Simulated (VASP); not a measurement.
# C (Fmmm) in VASP: single point with r2SCAN

Aim: the single point of C with r2SCAN.

Program: VASP 6.6.1. These are calculated values, not measurements. Logs are shortened: lines on timing, memory, paths and dates and some standing lists are left out, and cuts for length are marked.

### 1 The crystal as given

The structure is orthorhombic, space group Fmmm (No. 69). The conventional cell has a = 2.456 Å, b = 4.254 Å, c = 6.696 Å, α = 90.00°, β = 90.00°, γ = 90.00°. C (site symmetry m2m) has 3 C at 1.42 Å as nearest neighbours.

This isn't the form of C at room conditions, which is graphite.

### 2 Single point, r2SCAN

POSCAR reads:

```
C
1.0
    0.0000000000      2.1270000000      3.3480000000
    1.2280000000      0.0000000000      3.3480000000
    1.2280000000      2.1270000000      0.0000000000
C
2
Direct
    0.1666700000      0.8333300000      0.1666700000
    0.8333300000      0.1666700000      0.8333300000
```

INCAR.step1 reads:

```
PREC = Accurate
ENCUT = 520
ISMEAR = 0
SIGMA = 0.1
LREAL = F
LASPH = T
NELM = 100
NBANDS = 11
GGA = PE
ALGO = Normal
EDIFF = 1E-4
LWAVE = T
LCHARG = F
```

INCAR.step2 reads:

```
PREC = Accurate
ENCUT = 520
EDIFF = 1E-6
ISMEAR = 0
SIGMA = 0.1
LREAL = F
LASPH = T
NELM = 100
ALGO = Normal
ISIF = 2
LWAVE = F
LCHARG = F
METAGGA = R2SCAN
LMIXTAU = T
NBANDS = 11
ISTART = 1
```

KPOINTS reads:

```
regular mesh
0
Gamma
  8 8 8
```

Potentials or basis: VASP PAW PBE potentials, release 64 (C).

Started as:

```
$ cat potpaw_PBE.64/C/POTCAR > POTCAR
$ cp INCAR.step1 INCAR
$ mpirun -np 1 vasp_std > vasp.out
$ cp INCAR.step2 INCAR
$ mpirun -np 1 vasp_std > vasp.out
```

OUTCAR:

```text
PREC = Accurate
   ENCUT = 520
   EDIFF = 1E-6
   ISMEAR = 0
   LREAL = F
   LASPH = T
   NELM = 100
   ISIF = 2
   METAGGA = R2SCAN
   ISTART = 1

 ion  position               nearest neighbor table
   1  0.167  0.833  0.167-   2 1.42   2 1.42   2 1.42
   2  0.833  0.167  0.833-   1 1.42   1 1.42   1 1.42

  LATTYP: Found a face centered orthorhombic cell.
 ALAT       =     2.4560000000
 B/A-ratio  =     1.7320846906
 C/A-ratio  =     2.7263843648

  Lattice vectors:

 A1 = (   0.0000000000,   2.1270000000,   3.3480000000)
 A2 = (   1.2280000000,   0.0000000000,   3.3480000000)
 A3 = (   1.2280000000,   2.1270000000,   0.0000000000)

Analysis of symmetry for initial positions (statically):
=====================================================================
 Subroutine PRICEL returns:
 Original cell was already a primitive cell.

 Routine SETGRP: Setting up the symmetry group for a
 face centered orthorhombic supercell.

 Subroutine GETGRP returns: Found  8 space group operations
 (whereof  8 operations were pure point group operations)
 out of a pool of  8 trial point group operations.

The static configuration has the point symmetry D_2h.

Analysis of symmetry for dynamics (positions and initial velocities):
=====================================================================
 Subroutine PRICEL returns:
 Original cell was already a primitive cell.

 Routine SETGRP: Setting up the symmetry group for a
 face centered orthorhombic supercell.

 Subroutine GETGRP returns: Found  8 space group operations
 (whereof  8 operations were pure point group operations)
 out of a pool of  8 trial point group operations.

The dynamic configuration has the point symmetry D_2h.

 Subroutine INISYM returns: Found  8 space group operations
 (whereof  8 operations are pure point group operations),
 and found     1 'primitive' translations

----------------------------------------------------------------------------------------

                                     Primitive cell

  volume of cell :      17.4897

  direct lattice vectors                    reciprocal lattice vectors
     0.000000000  2.127000000  3.348000000    -0.407166124  0.235072873  0.149342891
     1.228000000  0.000000000  3.348000000     0.407166124 -0.235072873  0.149342891
     1.228000000  2.127000000  0.000000000     0.407166124  0.235072873 -0.149342891

  length of vectors
     3.966513961  3.566102635  2.456036034     0.493301943  0.493301943  0.493301943

  position of ions in fractional coordinates (direct lattice)
     0.166670000  0.833330000  0.166670000
     0.833330000  0.166670000  0.833330000

  ion indices of the primitive-cell ions
   primitive index   ion index
                 1           1
                 2           2

----------------------------------------------------------------------------------------

 KPOINTS: regular mesh

Automatic generation of k-mesh.
 Grid dimensions read from file:
 generate k-points for:    8    8    8

 Generating k-lattice:

  Cartesian coordinates                     Fractional coordinates (reciprocal lattice)
    -0.050895765  0.029384109  0.018667861     0.125000000  0.000000000  0.000000000
     0.050895765 -0.029384109  0.018667861     0.000000000  0.125000000  0.000000000
     0.050895765  0.029384109 -0.018667861     0.000000000  0.000000000  0.125000000

  Length of vectors
     0.061662743  0.061662743  0.061662743

  Shift w.r.t. Gamma in fractional coordinates (k-lattice)
     0.000000000  0.000000000  0.000000000

 Subroutine IBZKPT returns following result:
 ===========================================

 Found     95 irreducible k-points:

 Following reciprocal coordinates:
            Coordinates               Weight
  0.000000  0.000000  0.000000      1.000000
  0.125000  0.000000  0.000000      8.000000
  0.250000  0.000000  0.000000      8.000000
  0.375000  0.000000 -0.000000      8.000000
  0.500000  0.000000  0.000000      4.000000
  0.125000  0.125000  0.000000      2.000000
[... 16 lines left out ...]
  0.250000 -0.000000  0.125000      8.000000
  0.375000 -0.000000  0.125000      8.000000
 [... further k-points ...]
   k-points           NKPTS =     95   k-points in BZ     NKDIM =     95   number of bands    NBANDS=     11
   number of dos      NEDOS =    301   number of ions     NIONS =      2
   total plane-waves  NPLWV =  15120
   dimension x,y,z NGX =    30 NGY =   28 NGZ =   18
   dimension x,y,z NGXF=    60 NGYF=   56 NGZF=   36
   ions per type =               2
   NGX,Y,Z   is equivalent  to a cutoff of  12.57, 13.05, 12.18 a.u.
   NGXF,Y,Z  is equivalent  to a cutoff of  25.15, 26.11, 24.37 a.u.
 SYSTEM =  unknown system
   PREC   = accura    normal or accurate (medium, high low for compatibility)
   ISTART =      1    job   : 0-new  1-cont  2-samecut
   ICHARG =      0    charge: 1-file 2-atom 10-const
   ISPIN  =      1    spin polarized calculation?
   LNONCOLLINEAR =      F non collinear calculations
   LSORBIT =      F    spin-orbit coupling
   LASPH  =      T    aspherical Exc in radial PAW
   ENCUT  =  520.0 eV  38.22 Ry    6.18 a.u.   7.38  6.63  4.57*2*pi/ulx,y,z
   NELM   =    100;   NELMIN=  2; NELMDL=  0     # of ELM steps
   EDIFF  = 0.1E-05   stopping-criterion for ELM
   LREAL  =      F    real-space projection
[... 7 lines left out ...]
   TEBEG  =    0.0;   TEEND  =   0.0 temperature during run
   PSTRESS=    0.0 pullay stress
   NELECT =       8.0000    total number of electrons
   NUPDOWN=      -1.0000    fix difference up-down
   EMIN   =  10.00;   EMAX   =-10.00  energy-range for DOS
   EFERMI =   0.00;   METHOD = LEGACY
   ISMEAR =     0;   SIGMA  =   0.10  broadening in eV -4-tet -1-fermi 0-gaus
   EFERMI_NEDOS =   21; number of points for ismear=-14 and -15
   IALGO  =     38    algorithm
   IMIX   =      4    mixing-type and parameters
     AMIX     =   0.40;   BMIX     =  1.00
     AMIX_MAG =   1.60;   BMIX_MAG =  1.00
  volume/ion in A,a.u.               =       8.74        59.01
  Fermi-wavevector in a.u.,A,eV,Ry     =   1.261376  2.383654 21.647797  1.591068
  Thomas-Fermi vector in A             =   2.394838
   LORBIT       =      0    0 simple, 1 ext, 2 COOP (PROOUT), +10 PAW based schemes
   METAGGA = R2SCAN    functional components
   LHFCALC =     F    Hartree Fock is set to
   AEXX    =    0.0000 exact exchange contribution
   IVDW    =     0    specifies the selected vdW correction
   LEPSILON=     F    determine dielectric tensor
   LRPA    =     F    only Hartree local field effects (RPA)
 non-spin polarized calculation
 Gauss-broadening in eV      SIGMA  =   0.10
  energy-cutoff  :      520.00
  volume of cell :       17.49
 maximum number of plane-waves:       499
 NGX is ok and might be reduce to    30
   NGX = 15   NGY = 13   NGZ =  9

 number of electron       8.0000000 magnetization

 Free energy of the ion-electron system (eV)
  ---------------------------------------------------
  ext. energy  EPLUGINS =         0.00000000
  ---------------------------------------------------
  free energy    TOTEN  =       -19.86891146 eV

  energy without entropy =      -19.86891146  energy(sigma->0) =      -19.86891146

 E-fermi :   4.9028     XC(G=0): -11.1575

 val. band max:        4.4071579377   @ k =   0.5000  -0.1250   0.3750
 cond. band min:       5.5293025489   @ k =   0.0000   0.3750   0.3750
 fundamental gap:      1.1221446112
 Fermi energy:         4.9027745860

 k-point     1 :       0.0000    0.0000    0.0000
  band No.  band energies     occupation
      1     -16.2660      2.00000
      2      -2.3029      2.00000
      3       1.5109      2.00000
      4       1.5389      2.00000
      5       9.1755      0.00000
      6      13.4376      0.00000
      7      13.5132      0.00000
      8      17.1546      0.00000
      9      18.0543      0.00000
     10      28.7268      0.00000
     11      31.6871      0.00000

 k-point     2 :       0.1250    0.0000    0.0000
  band No.  band energies     occupation
      1     -15.8599      2.00000
      2      -1.9476      2.00000
      3       0.0489      2.00000
      4       0.7625      2.00000
      5       9.8426      0.00000
      6      13.5964      0.00000
      7      15.0685      0.00000
      8      15.6926      0.00000
      9      18.8700      0.00000
     10      28.3405      0.00000
     11      29.9486      0.00000

 k-point     3 :       0.2500    0.0000    0.0000
  band No.  band energies     occupation
      1     -14.6562      2.00000
      2      -3.1674      2.00000
      3      -0.8770      2.00000
      4      -0.6371      2.00000
      5      11.6883      0.00000
      6      12.3744      0.00000
      7      13.2772      0.00000
      8      18.9170      0.00000
      9      21.1526      0.00000
     10      24.7131      0.00000
     11      29.3318      0.00000

 k-point     4 :       0.3750    0.0000   -0.0000
  band No.  band energies     occupation
      1     -12.7083      2.00000
      2      -6.6750      2.00000
      3      -1.7111      2.00000
      4       0.8321      2.00000
      5       8.5740      0.00000
      6      12.6756      0.00000
      7      14.9061      0.00000
      8      21.3977      0.00000
      9      23.4488      0.00000
     10      24.3760      0.00000
     11      27.7551      0.00000
[... 239 lines left out ...]
 k-point    22 :       0.1250    0.0000    0.1250
  band No.  band energies     occupation
      1     -15.8706      2.00000
      2      -1.8515      2.00000
      3       0.0005      2.00000
      4       0.7863      2.00000
      5       9.6429      0.00000
      6      13.6130      0.00000
      7      15.1221      0.00000
      8      15.8814      0.00000
      9      18.7506      0.00000
     10      29.6444      0.00000
     11      30.1730      0.00000

 k-point    23 :       0.2500   -0.0000    0.1250
  band No.  band energies     occupation
      1     -15.0750      2.00000
      2      -1.9229      2.00000
      3      -1.0587      2.00000
      4      -0.7306      2.00000
      5      10.7780      0.00000
      6      13.5936      0.00000
      7      14.5285      0.00000
      8      16.2456      0.00000
      9      20.8699      0.00000
     10      25.3835      0.00000
     11      30.1393      0.00000

 k-point    24 :       0.3750   -0.0000    0.1250
  band No.  band energies     occupation
      1     -13.5030      2.00000
      2      -4.8700      2.00000
      3      -2.3758      2.00000
      4       0.3930      2.00000
      5      10.1195      0.00000
      6      13.1347      0.00000
      7      14.5580      0.00000
      8      19.0449      0.00000
      9      21.7953      0.00000
     10      24.6887      0.00000
     11      28.8415      0.00000

 [... further k-points ...]
[... 5 lines left out ...]
  --------------------------------------------------------------------------------------
  -------------------------------------------------------------------------------------
  Total        0.0727479      0.0934567      0.2004473      0.0000000      0.0000000      0.0000000
  in kB        6.6642266      8.5613009     18.3624012      0.0000000      0.0000000      0.0000000
  external PRESSURE =      11.1959762 kB  Pullay stress =       0.0000000 kB

 VOLUME and BASIS-vectors are now :
 -----------------------------------------------------------------------------
  energy-cutoff  :      520.00
  volume of cell :       17.49
      direct lattice vectors                 reciprocal lattice vectors
     0.000000000  2.127000000  3.348000000    -0.407166124  0.235072873  0.149342891
     1.228000000  0.000000000  3.348000000     0.407166124 -0.235072873  0.149342891
     1.228000000  2.127000000  0.000000000     0.407166124  0.235072873 -0.149342891

 POSITION                                       TOTAL-FORCE (eV/Angst)
 -----------------------------------------------------------------------------------
      1.22800      0.70901      3.34800         0.000000      0.043768      0.000000
      1.22800      3.54499      3.34800         0.000000     -0.043768      0.000000
 -----------------------------------------------------------------------------------
    total drift:                               -0.000000     -0.000000     -0.000000

  FREE ENERGIE OF THE ION-ELECTRON SYSTEM (eV)
  ---------------------------------------------------
  free  energy   TOTEN  =       -19.8689114553 eV

  energy  without entropy=      -19.8689114553  energy(sigma->0) =      -19.86891146
```

It took 45 s on 1 thread of Intel Xeon Platinum 8488C (Sapphire Rapids), shared host; peak memory 0.14 GiB.

What came out:

```
Free energy            : -19.8689 eV
Pressure               : 1.1 GPa
Largest force          : 0.044 eV/Å
Band gap on the k mesh : 1.12 eV, indirect (least direct gap 1.45 eV)
```

Forces in eV/Å, atoms in the order of the input:
```
C    0.000  0.044  0.000
C    0.000 -0.044  0.000
```

Levels at points of the mesh, in eV from the valence-band top:
```csv
k point,band 2,band 3,band 4,band 5,band 6,band 7
"(0.00, 0.00, 0.00)",-6.71,-2.90,-2.87,4.77,9.03,9.11
"(0.50, 0.00, 0.00)",-13.76,-6.50,-2.23,2.07,8.08,13.49
"(0.50, 0.50, 0.00)",-8.75,-2.91,-2.88,9.00,9.07,11.50
"(0.50, 0.00, 0.50)",-13.85,-6.47,-1.41,2.98,8.30,12.05
"(0.00, 0.50, 0.50)",-13.68,-6.53,-2.93,1.31,7.88,14.92
```

Caveat: the PAW data sets were made with another functional, which shifts forces and pressure a little.
